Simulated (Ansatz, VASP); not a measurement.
# Ge in VASP and in Ansatz

Contents of INCAR:

```
PREC = Accurate
ENCUT = 520
EDIFF = 1E-7
ISMEAR = -1
SIGMA = 0.05
LREAL = False
LASPH = True
NELM = 100
ALGO = Normal
ISIF = 2
LWAVE = False
LCHARG = False
GGA = PS
NBANDS = 13
```

File KPOINTS:

```
Automatic mesh
0
Gamma
  6 6 6
```

Contents of POSCAR:

```
Ge
1.0
   -0.0282083000      2.1019966500      2.1134578200
    2.0716247400     -0.0325513900      2.1178009100
    2.0429605600      2.0776755600     -0.0038872100
Ge
1
Direct
    0.0000000000      0.0000000000      0.0000000000
```

File input.yaml:

```yaml
crystal:
  lattice:
    - [-0.0282083, 2.10199665, 2.11345782]
    - [2.07162474, -0.03255139, 2.11780091]
    - [2.04296056, 2.07767556, -0.00388721]
  atoms:
    - { symbol: Ge, position: [0.0, 0.0, 0.0] }
hamiltonian:
  xc: pbesol
  pseudopotentials: { kind: paw }
kpoints:
  mp_grid: { grid: [6, 6, 6] }
scf:
  occupations: { method: fermi_dirac, width: 0.05 }
  n_extra_bands: 6
output:
  forces: true
  stress: true
  eigenvalues: true
  dos: { projected: true, de: 0.05, nscf_kmesh: { grid: [9, 9, 9] } }
```

This isn't the form of Ge at room conditions, which is diamond.

Alike in both runs: functional PBEsol; k mesh 6 × 6 × 6; occupations fermi-dirac, width 0.05 eV; no spin polarisation.

|  | VASP | Ansatz |
| --- | --- | --- |
| version | VASP 6.6.1 | Ansatz 0.2.0 |
| potentials or method | VASP PAW PBE potentials, release 64 (Ge_d) | Ansatz PAW |
| plane-wave cutoff (eV) | 520 | 420 |
| valence electrons in the cell | 14 | 14 |
| task | single point | projected density of states |

|  | VASP | Ansatz | Ansatz less VASP |
| --- | --- | --- | --- |
| gap on the k mesh at the Fermi level (eV) | none | none | - |
| pressure (GPa) | 2.3 | 2.3 | -0.05 |
| largest component of the traceless stress (GPa) | 5.33 | 5.33 | -0.003 |

A gap of «none» marks a metal or a gap that the smearing closes. The functional is the same, so the differences come from potentials, cutoffs and numerics.

Caveats: the k mesh is coarse (spacing up to 0.44 Å⁻¹), so the values aren't converged; the PAW data sets were made with another functional, which shifts forces and pressure a little (VASP); the PAW data sets come from PBE, with cores solved anew for the run's functional, which leaves a small shift of forces and pressure (Ansatz); the density of states is complete only up to the lowest level of the last band computed (Ansatz).
